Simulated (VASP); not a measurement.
Output of a VASP run:

### OSZICAR
```
...
DAV:  15    -0.168362443268E+02   -0.60772E-03   -0.23463E-04   614   0.207E-01    0.698E-03
DAV:  16    -0.168362507859E+02   -0.64591E-05   -0.31441E-05   640   0.858E-02    0.146E-03
DAV:  17    -0.168362384177E+02    0.12368E-04   -0.32540E-06   688   0.293E-02    0.106E-03
DAV:  18    -0.168362305695E+02    0.78482E-05   -0.25385E-06   618   0.224E-02    0.279E-04
DAV:  19    -0.168362341324E+02   -0.35629E-05   -0.19105E-07   652   0.672E-03    0.286E-04
DAV:  20    -0.168362355184E+02   -0.13860E-05   -0.24649E-08   496   0.185E-03    0.302E-04
DAV:  21    -0.168362365680E+02   -0.10496E-05   -0.43732E-08   610   0.319E-03    0.734E-05
DAV:  22    -0.168362362533E+02    0.31475E-06   -0.13531E-09   332   0.463E-04    0.171E-05
DAV:  23    -0.168362362760E+02   -0.22753E-07   -0.18288E-10   320   0.173E-04
   1 F= -.13833573E+02 E0= -.13833573E+02  d E =-.138336E+02
       N       E                     dE             d eps       ncg     rms          rms(c)
DAV:   1    -0.182506610631E+02   -0.14144E+01   -0.29559E+01   580   0.585E+01    0.924E+00
DAV:   2    -0.167622930535E+02    0.14884E+01   -0.72808E+00   632   0.229E+01    0.305E+00
DAV:   3    -0.167172998377E+02    0.44993E-01   -0.19132E-01   716   0.518E+00    0.174E+00
DAV:   4    -0.166039156852E+02    0.11338E+00   -0.76898E-02   728   0.471E+00    0.297E-01
DAV:   5    -0.166644593034E+02   -0.60544E-01   -0.82233E-02   692   0.428E+00    0.101E-01
DAV:   6    -0.166676968171E+02   -0.32375E-02   -0.12907E-02   672   0.176E+00    0.832E-02
DAV:   7    -0.166681140633E+02   -0.41725E-03   -0.38554E-04   750   0.270E-01    0.612E-02
DAV:   8    -0.166681928083E+02   -0.78745E-04   -0.15292E-04   628   0.177E-01    0.808E-03
DAV:   9    -0.166683245896E+02   -0.13178E-03   -0.68357E-05   606   0.132E-01    0.901E-03
DAV:  10    -0.166683341140E+02   -0.95243E-05   -0.69990E-06   880   0.338E-02    0.668E-03
DAV:  11    -0.166683347831E+02   -0.66912E-06   -0.10703E-06   628   0.177E-02    0.414E-03
DAV:  12    -0.166683407931E+02   -0.60100E-05   -0.16222E-06   612   0.169E-02    0.163E-03
DAV:  13    -0.166683391645E+02    0.16287E-05   -0.40374E-07   726   0.740E-03    0.928E-04
DAV:  14    -0.166683398860E+02   -0.72149E-06   -0.12943E-08   344   0.187E-03    0.629E-04
DAV:  15    -0.166683401385E+02   -0.25256E-06   -0.50351E-09   322   0.122E-03    0.167E-04
DAV:  16    -0.166683403523E+02   -0.21377E-06   -0.11980E-09   320   0.573E-04    0.601E-05
DAV:  17    -0.166683403677E+02   -0.15405E-07   -0.14962E-10   318   0.146E-04
   2 F= -.14094957E+02 E0= -.14094957E+02  d E =-.261384E+00
       N       E                     dE             d eps       ncg     rms          rms(c)
DAV:   1    -0.166506151087E+02    0.17725E-01   -0.10588E-01   580   0.335E+00    0.555E-01
DAV:   2    -0.166452418091E+02    0.53733E-02   -0.26755E-02   622   0.140E+00    0.173E-01
DAV:   3    -0.166452805127E+02   -0.38704E-04   -0.62436E-04   718   0.312E-01    0.971E-02
DAV:   4    -0.166453136661E+02   -0.33153E-04   -0.22252E-04   748   0.240E-01    0.207E-02
DAV:   5    -0.166450868120E+02    0.22685E-03   -0.28266E-04   720   0.210E-01    0.853E-03
DAV:   6    -0.166451211493E+02   -0.34337E-04   -0.33921E-05   662   0.965E-02    0.353E-03
DAV:   7    -0.166451254630E+02   -0.43137E-05   -0.16968E-06   686   0.195E-02    0.192E-03
DAV:   8    -0.166451378516E+02   -0.12389E-04   -0.21473E-06   608   0.200E-02    0.116E-03
DAV:   9    -0.166451379430E+02   -0.91462E-07   -0.31860E-07   624   0.787E-03
   3 F= -.14096106E+02 E0= -.14096106E+02  d E =-.262533E+00
```

**OUTCAR**
```
------------------------ aborting loop because EDIFF is reached ----------------------------------------
  FORCE on cell =-STRESS in cart. coord.  units (eV):
  Direction    XX          YY          ZZ          XY          YZ          ZX
  --------------------------------------------------------------------------------------
  Total        2.5371336      2.5371336      2.5371336     -0.0000000     -0.0000000      0.0000000
  in kB      199.0664165    199.0664165    199.0664165     -0.0000000     -0.0000000      0.0000000
  external PRESSURE =      -0.9335835 kB  Pullay stress =     200.0000000 kB
  volume of cell :       20.42
      direct lattice vectors                 reciprocal lattice vectors
     0.000000000  2.169411698  2.169411698    -0.230477231  0.230477231  0.230477231
     2.169411698  0.000000000  2.169411698     0.230477231 -0.230477231  0.230477231
     2.169411698  2.169411698  0.000000000     0.230477231  0.230477231 -0.230477231
 POSITION                                       TOTAL-FORCE (eV/Angst)
 -----------------------------------------------------------------------------------
      1.08471      1.08471      1.08471        -0.000000     -0.000000     -0.000000
      3.25412      3.25412      3.25412         0.000000      0.000000      0.000000
      0.00000      0.00000      0.00000         0.000000      0.000000     -0.000000
 -----------------------------------------------------------------------------------
    total drift:                                0.000000      0.000000      0.000000
  FREE ENERGIE OF THE ION-ELECTRON SYSTEM (eV)
  ---------------------------------------------------
  free  energy   TOTEN  =       -16.6451379430 eV

  energy  without entropy=      -16.6451379430  energy(sigma->0) =      -16.64513794
  enthalpy is  TOTEN    =       -14.0961056244 eV   P V=        2.5490323186

 reached required accuracy - stopping structural energy minimisation
```
(Selected blocks of OUTCAR.)

POSCAR:
```
Li2O
1
    0.0000000000     2.2911441093     2.2911441093
    2.2911441093    -0.0000000000     2.2911441093
    2.2911441093     2.2911441093    -0.0000000000
Li O
2 1
Direct
  0.2500000000   0.2500000000   0.2500000000
  0.7500000000   0.7500000000   0.7500000000
  0.0000000000   1.0000000000   1.0000000000
```

**Question.** Write an INCAR and KPOINTS that could have produced this output.

**Answer.** This is not unique; one that fits is the input of the run itself, r2SCAN meta-GGA, plane waves, VASP's PBE PAW potentials (set 64).

**KPOINTS**
```
K-points
0
gamma
 8 8 8
```

**INCAR**
```
SYSTEM = Li2O
PREC = Accurate
ENCUT = 600
EDIFF = 1E-7
NELM = 100
ALGO = Normal
LREAL = .FALSE.
LASPH = .TRUE.
ISMEAR = 0
SIGMA = 0.05
METAGGA = R2SCAN
LMIXTAU = .TRUE.
LWAVE = .FALSE.
LCHARG = .FALSE.
ISIF = 3
IBRION = 2
NSW = 40
EDIFFG = -0.01
PSTRESS = 200
```

POTCAR, in this order: Li_sv O (PBE.64 set). Program: vasp_std.

Energy and stress use the plane-wave basis of the starting cell.

The compound is Li2O in the antifluorite structure. This run relaxes it under an external pressure of 20 GPa. Symmetry was kept, so distortions that lower it aren't found.
